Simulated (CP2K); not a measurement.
# La2O3 (P-62m) in CP2K: further runs

Aim: see how the results for La2O3 move with the level of theory and the settings. Levels: LDA, PBEsol, r2SCAN. Tasks: band structure.

Everything below comes from runs of CP2K 2026.2. Logs are shortened: lines on timing, memory, paths and dates and some standing lists are left out, and cuts for length are marked.

### 1 Starting point

Symmetry: P-62m, No. 189, hexagonal system. Conventional cell: a = 6.267 Å, b = 6.267 Å, c = 3.300 Å, α = 90.00°, β = 90.00°, γ = 120.00°. La (site symmetry -6) is surrounded by 6 O at 2.45 Å. O (site symmetry m2m) is surrounded by 4 La at 2.45 Å.

The cell comes from a database or a generator and needn't be the stable form of this composition.

### 2 Band structure, LDA

la2o3_bands.inp reads:

```
&GLOBAL
  PROJECT la2o3_bands
  RUN_TYPE ENERGY_FORCE
  PRINT_LEVEL LOW
&END GLOBAL
&FORCE_EVAL
  METHOD QS
  STRESS_TENSOR ANALYTICAL
  &DFT
    BASIS_SET_FILE_NAME BASIS_MOLOPT_UCL
    BASIS_SET_FILE_NAME BASIS_MOLOPT_UZH
    POTENTIAL_FILE_NAME GTH_POTENTIALS
    &MGRID
      CUTOFF 600
      REL_CUTOFF 60
      NGRIDS 4
    &END MGRID
    &QS
      METHOD GPW
      EPS_DEFAULT 1.0E-10
    &END QS
    &KPOINTS
      SCHEME MONKHORST-PACK 5 5 8
      GAMMA_CENTERED T
      SYMMETRY T
      SYMMETRY_BACKEND SPGLIB
    &END KPOINTS
    &SCF
      SCF_GUESS ATOMIC
      EPS_SCF 1.0E-6
      MAX_SCF 100
      ADDED_MOS 26
      CHOLESKY OFF
      EPS_EIGVAL 1.0E-7
      &DIAGONALIZATION ON
        ALGORITHM STANDARD
      &END DIAGONALIZATION
      &MIXING ON
        METHOD BROYDEN_MIXING
        ALPHA 0.4
        BETA 1.5
        NBUFFER 8
      &END MIXING
      &SMEAR ON
        METHOD FERMI_DIRAC
        ELECTRONIC_TEMPERATURE [K] 580.226
      &END SMEAR
    &END SCF
    &XC
      &XC_FUNCTIONAL
        &LDA_X
        &END LDA_X
        &LDA_C_PW
        &END LDA_C_PW
      &END XC_FUNCTIONAL
    &END XC
    &PRINT
      &KPOINTS ON
      &END KPOINTS
      &MULLIKEN ON
      &END MULLIKEN
      &MO ON
        ENERGIES T
        OCCUPATION_NUMBERS T
        &EACH
          QS_SCF 0
        &END EACH
        ADD_LAST NUMERIC
      &END MO
      &LOWDIN ON
      &END LOWDIN
      &HIRSHFELD ON
        SHAPE_FUNCTION DENSITY
      &END HIRSHFELD
      &BAND_STRUCTURE
        FILE_NAME bands.bs
        ADDED_MOS 4
        &KPOINT_SET
          UNITS B_VECTOR
          NPOINTS 8
          SPECIAL_POINT GAMMA 0.00000000 0.00000000 0.00000000
          SPECIAL_POINT M 0.50000000 0.00000000 0.00000000
          SPECIAL_POINT K 0.33333333 0.33333333 0.00000000
          SPECIAL_POINT GAMMA 0.00000000 0.00000000 0.00000000
          SPECIAL_POINT A 0.00000000 0.00000000 0.50000000
          SPECIAL_POINT L 0.50000000 0.00000000 0.50000000
          SPECIAL_POINT H 0.33333333 0.33333333 0.50000000
          SPECIAL_POINT A 0.00000000 0.00000000 0.50000000
        &END KPOINT_SET
        &KPOINT_SET
          UNITS B_VECTOR
          NPOINTS 8
          SPECIAL_POINT L 0.50000000 0.00000000 0.50000000
          SPECIAL_POINT M 0.50000000 0.00000000 0.00000000
        &END KPOINT_SET
        &KPOINT_SET
          UNITS B_VECTOR
          NPOINTS 8
          SPECIAL_POINT K 0.33333333 0.33333333 0.00000000
          SPECIAL_POINT H 0.33333333 0.33333333 0.50000000
        &END KPOINT_SET
      &END BAND_STRUCTURE
    &END PRINT
  &END DFT
  &SUBSYS
    &CELL
      A 6.2667802772 0.0000000000 0.0000000000
      B -3.1333901386 5.4271909200 0.0000000000
      C 0.0000000000 0.0000000000 3.2997660000
      PERIODIC XYZ
    &END CELL
    &COORD
      SCALED
      La  0.6666666667 0.3333333333 0.5000000000
      La  0.3333333333 0.6666666667 0.5000000000
      O   0.5080139900 0.0000000000 0.0000000000
      O   0.0000000000 0.5080139900 0.0000000000
      O   0.4919860100 0.4919860100 0.0000000000
    &END COORD
    &KIND La
      BASIS_SET TZVP-MOLOPT-SR-GTH-q11
      POTENTIAL GTH-PADE-q11
    &END KIND
    &KIND O
      BASIS_SET TZVP-MOLOPT-PBE-GTH-q6
      POTENTIAL GTH-PADE-q6
    &END KIND
    &PRINT
      &ATOMIC_COORDINATES ON
      &END ATOMIC_COORDINATES
      &CELL ON
      &END CELL
    &END PRINT
  &END SUBSYS
  &PRINT
    &FORCES ON
    &END FORCES
    &STRESS_TENSOR ON
    &END STRESS_TENSOR
  &END PRINT
&END FORCE_EVAL
```

Potentials or basis: GTH_POTENTIALS La GTH-PADE-q11, O GTH-PADE-q6; TZVP-MOLOPT-SR-GTH, TZVP-MOLOPT-PBE-GTH basis.

Launch:

```
OMP_NUM_THREADS=1 mpirun -n 3 cp2k.psmp -i la2o3_bands.inp -o la2o3_bands.out
```

la2o3_bands.out:

```text

 CP2K| version string:                                       CP2K version 2026.2
 CP2K| Input file name                                           la2o3_bands.inp

 GLOBAL| Force Environment number                                              1
 GLOBAL| Basis set file name                                    BASIS_MOLOPT_UCL
 GLOBAL| Potential file name                                      GTH_POTENTIALS
 GLOBAL| MM Potential file name                                     MM_POTENTIAL
 GLOBAL| Coordinate file name                                      __STD_INPUT__
 GLOBAL| Method name                                                        CP2K
 GLOBAL| Project name                                                la2o3_bands
 GLOBAL| Run type                                                   ENERGY_FORCE
 GLOBAL| FFT library                                                       FFTW3
 GLOBAL| Diagonalization library                                       ScaLAPACK
 GLOBAL| Cholesky decomposition library                                ScaLAPACK
 GLOBAL| DGEMM library                                                      BLAS
 GLOBAL| Direct generalized diagonalization requested                          F
 GLOBAL| Matrix multiplication library                                 ScaLAPACK
 GLOBAL| Global print level                                                  LOW
 GLOBAL| Total number of message passing processes                             3
 GLOBAL| Number of threads for this process                                    1
 GLOBAL| CPU model name                                 Intel(R) Xeon(R) 6975P-C

 CELL| Volume [angstrom^3]:                                           112.228384
 CELL| Vector a [angstrom]:       6.267     0.000     0.000   |a| =     6.266780
 CELL| Vector b [angstrom]:      -3.133     5.427     0.000   |b| =     6.266780
 CELL| Vector c [angstrom]:       0.000     0.000     3.300   |c| =     3.299766
 CELL| Angle (b,c), alpha [degree]:                                    90.000000
 CELL| Angle (a,c), beta  [degree]:                                    90.000000
 CELL| Angle (a,b), gamma [degree]:                                   120.000000
 CELL| Numerically orthorhombic:                                              NO
 CELL| Periodicity                                                           XYZ

 CELL_REF| Volume [angstrom^3]:                                       112.228384
 CELL_REF| Vector a [angstrom     6.267     0.000     0.000   |a| =     6.266780
 CELL_REF| Vector b [angstrom    -3.133     5.427     0.000   |b| =     6.266780
 CELL_REF| Vector c [angstrom     0.000     0.000     3.300   |c| =     3.299766
 CELL_REF| Angle (b,c), alpha [degree]:                                90.000000
 CELL_REF| Angle (a,c), beta  [degree]:                                90.000000
 CELL_REF| Angle (a,b), gamma [degree]:                               120.000000
 CELL_REF| Numerically orthorhombic:                                          NO
 CELL_REF| Periodicity                                                       XYZ

 GENERATE|  Preliminary Number of Bonds generated:                             0
 GENERATE|  Achieved consistency in connectivity generation.

 *******************************************************************************
 *******************************************************************************
 **            Copyright (C) by CP2K developers group (2000-2026)             **
 *******************************************************************************

 TOTAL NUMBERS AND MAXIMUM NUMBERS

  Total number of            - Atomic kinds:                                   2
                             - Atoms:                                          5
                             - Shell sets:                                     5
                             - Shells:                                        43
                             - Primitive Cartesian functions:                 29
                             - Cartesian basis functions:                    136
                             - Spherical basis functions:                    121

  Maximum angular momentum of- Orbital basis functions:                        3
                             - Local part of the GTH pseudopotential:          2
                             - Non-local part of the GTH pseudopotential:      5

 MODULE QUICKSTEP: ATOMIC COORDINATES IN ANGSTROM

[... 101 lines left out ...]
    18 Broy./Diag. 0.40E+00    3.2     0.00000229      -111.9393995331 -4.92E-05
    19 Broy./Diag. 0.40E+00    3.4     0.00000135      -111.9393904646  9.07E-06
    20 Broy./Diag. 0.40E+00    3.3     0.00000014      -111.9393941998 -3.74E-06

  *** SCF run converged in    20 steps ***

  Electronic density on regular grids:        -39.9999999965        0.0000000035
  Core density on regular grids:               39.9999999969       -0.0000000031
  Total charge density on r-space grids:        0.0000000004
  Total charge density g-space grids:           0.0000000004

  Overlap energy of the core charge distribution:               0.00000000000072
  Self energy of the core charge distribution:               -250.63758416355344
  Core Hamiltonian energy:                                     60.57898242682333
  Hartree energy:                                              97.25002603982847
  Exchange-correlation energy:                                -19.13081850204091
  Electronic entropic energy:                                  -0.00000000088872
  Fermi energy:                                                 0.17811599739643

  Total energy:                                              -111.93939419983056
  Total energy (extrapolated to T->0):                       -111.93939419938620

 MO| EIGENVALUES AND OCCUPATION NUMBERS FOR K POINT 1
 MO|
 MO|  Index      Eigenvalue [a.u.]        Eigenvalue [eV]             Occupation
 MO|      1              -0.985923             -26.828330               2.000000
 MO|      2              -0.984646             -26.793576               2.000000
 MO|      3              -0.485428             -13.209177               2.000000
 MO|      4              -0.475025             -12.926076               2.000000
 MO|      5              -0.441936             -12.025680               2.000000
 MO|      6              -0.383111             -10.424977               2.000000
[... 714 lines left out ...]
 MO|     45               0.489225              13.312481               0.000000
 MO|     46               0.532071              14.478393               0.000000
 MO| Sum:                                                              40.000000
 MO| E(Fermi):            0.178116 a.u.          4.846783 eV

 [... the levels of further k-points ...]

 !-----------------------------------------------------------------------------!
                     Mulliken Population Analysis

 #  Atom  Element  Kind  Atomic population                           Net charge
       1     La       1          9.318040                              1.681960
       2     La       1          9.318028                              1.681972
       3     O        2          7.121311                             -1.121311
       4     O        2          7.121311                             -1.121311
       5     O        2          7.121311                             -1.121311
 # Total charge                             40.000000                  0.000000

 !-----------------------------------------------------------------------------!

 !-----------------------------------------------------------------------------!
                           Hirshfeld Charges

  #Atom  Element  Kind  Ref Charge     Population                    Net charge
      1       La     1      11.000         10.438                         0.562
      2       La     1      11.000         10.438                         0.562
      3       O      2       6.000          6.375                        -0.375
      4       O      2       6.000          6.375                        -0.375
      5       O      2       6.000          6.375                        -0.375

  Total Charge                                                           -0.000
 !-----------------------------------------------------------------------------!

 LOWDIN POPULATION ANALYSIS

 #  Atom  Element  Kind  Atomic population                           Net charge
       1     La       1         10.932877                              0.067123
       2     La       1         10.932877                              0.067123
       3     O        2          6.052812                             -0.052812
       4     O        2          6.037358                             -0.037358
       5     O        2          6.044076                             -0.044076
 # Total charge                             40.000000                  0.000000

 KPOINTS| Band Structure Calculation
 KPOINTS| Number of k-point sets                                               3
 KPOINTS| Number of added MOs/bands                                            4
 KPOINTS| Number of k-points in set    1                                      57
 KPOINTS| In units of b-vector [2pi/Bohr]
 KPOINTS| Special point     1       GAMMA     0.000000     0.000000     0.000000
 KPOINTS| Special point     2           M     0.500000     0.000000     0.000000
 KPOINTS| Special point     3           K     0.333333     0.333333     0.000000
 KPOINTS| Special point     4       GAMMA     0.000000     0.000000     0.000000
 KPOINTS| Special point     5           A     0.000000     0.000000     0.500000
 KPOINTS| Special point     6           L     0.500000     0.000000     0.500000
 KPOINTS| Special point     7           H     0.333333     0.333333     0.500000
 KPOINTS| Special point     8           A     0.000000     0.000000     0.500000
 KPOINTS| Number of k-points in set    2                                       9
 KPOINTS| In units of b-vector [2pi/Bohr]
 KPOINTS| Special point     1           L     0.500000     0.000000     0.500000
 KPOINTS| Special point     2           M     0.500000     0.000000     0.000000
 KPOINTS| Number of k-points in set    3                                       9
 KPOINTS| In units of b-vector [2pi/Bohr]
 KPOINTS| Special point     1           K     0.333333     0.333333     0.000000
 KPOINTS| Special point     2           H     0.333333     0.333333     0.500000

 ENERGY| Total FORCE_EVAL ( QS ) energy [hartree]           -111.939396201099314

 FORCES| Atomic forces [hartree/bohr]
 FORCES|   Atom     x               y               z               |f|
 FORCES|      1  2.58023238E-09 -1.67044830E-09  8.50149876E-14   3.07375937E-09
 FORCES|      2 -3.44273796E-09  6.99079508E-09  9.38376644E-14   7.79253877E-09
 FORCES|      3 -1.04995361E-03  9.18817834E-10  7.69539124E-15   1.04995361E-03
 FORCES|      4  5.24981682E-04 -9.09287470E-04 -7.95523363E-15   1.04995689E-03
 FORCES|      5  5.24977311E-04  9.09289055E-04 -5.40192036E-15   1.04995608E-03
 FORCES| Sum     4.51705509E-09  7.82408013E-09  1.73190889E-13
 FORCES| Total atomic force                                       9.03437970E-09

 STRESS| Analytical stress tensor [bar]
 STRESS|                        x                   y                   z
 STRESS|      x       -3.71595747847E+03  -4.12946725405E-02   6.24593666666E-09
 STRESS|      y       -4.12946725405E-02  -3.71598965362E+03  -7.88167445031E-10
 STRESS|      z        6.24593666666E-09  -7.88167445031E-10  -3.85878933516E+04
 STRESS| 1/3 Trace                                            -1.53399468279E+04
 STRESS| Determinant                                          -5.32839364141E+11

 STRESS| Eigenvectors and eigenvalues of the analytical stress tensor [bar]
 STRESS|                        1                   2                   3
 STRESS| Eigenvalues  -3.85878933516E+04  -3.71601788376E+03  -3.71592924833E+03
 STRESS|      x          -0.000000000000      0.564355578570      0.825531817035
 STRESS|      y           0.000000000000      0.825531817035     -0.564355578570
 STRESS|      z           1.000000000000      0.000000000000      0.000000000000
```

It took 83 s on 3 MPI ranks of Intel Xeon 6975P-C (Granite Rapids), shared host.

Results:

```yaml
Free_energy: -3046.0259 eV
Pressure: -1.5 GPa
Largest_force: 0.054 eV/Å
Band_gap_on_the_k_mesh: 1.34 eV, indirect (least direct gap 1.75 eV)
Band_gap_along_the_path: 1.34 eV, indirect (least direct gap 1.75 eV)
Mulliken_charges: La +1.68; O -1.12 e
Hirshfeld_charges: La +0.56; O -0.38 e
```

Forces on the atoms (eV/Å):
```
La   0.000  0.000  0.000
La   0.000  0.000  0.000
O   -0.054  0.000  0.000
O    0.027 -0.047  0.000
O    0.027  0.047  0.000
```

Stress tensor (GPa, compression positive):
```
-0.37  0.00  0.00
 0.00 -0.37  0.00
 0.00  0.00 -3.86
```

Levels at the corners of the path, in eV from the valence-band top:
| point | band 17 | band 18 | band 19 | band 20 | band 21 | band 22 | band 23 | band 24 |
| --- | --- | --- | --- | --- | --- | --- | --- | --- |
| Γ | -0.91 | -0.91 | -0.56 | -0.41 | 1.34 | 3.80 | 4.84 | 4.84 |
| M | -1.58 | -1.08 | -1.06 | -0.85 | 2.66 | 3.74 | 4.72 | 5.18 |
| K | -1.39 | -1.27 | -1.27 | -0.88 | 3.27 | 3.27 | 4.53 | 5.83 |
| Γ | -0.91 | -0.91 | -0.56 | -0.41 | 1.34 | 3.80 | 4.84 | 4.84 |
| A | -1.05 | -1.05 | -0.18 | 0.00 | 4.44 | 4.44 | 5.09 | 5.73 |
| L | -1.62 | -1.28 | -0.58 | -0.53 | 4.26 | 5.43 | 5.95 | 6.27 |
| H | -1.71 | -1.69 | -0.59 | -0.59 | 4.43 | 5.59 | 5.59 | 6.69 |
| A | -1.05 | -1.05 | -0.18 | 0.00 | 4.44 | 4.44 | 5.09 | 5.73 |
| L | -1.62 | -1.28 | -0.58 | -0.53 | 4.26 | 5.43 | 5.95 | 6.27 |
| M | -1.58 | -1.08 | -1.06 | -0.85 | 2.66 | 3.74 | 4.72 | 5.18 |
| K | -1.39 | -1.27 | -1.27 | -0.88 | 3.27 | 3.27 | 4.53 | 5.83 |
| H | -1.71 | -1.69 | -0.59 | -0.59 | 4.43 | 5.59 | 5.59 | 6.69 |

Caveat: Mulliken charges move with the basis; spin-orbit coupling is left out, which moves the levels of the heavy elements; the basis of atomic orbitals isn't converged, which shifts pressures, moduli and gaps.

(Part 1 of 2 ends here.)
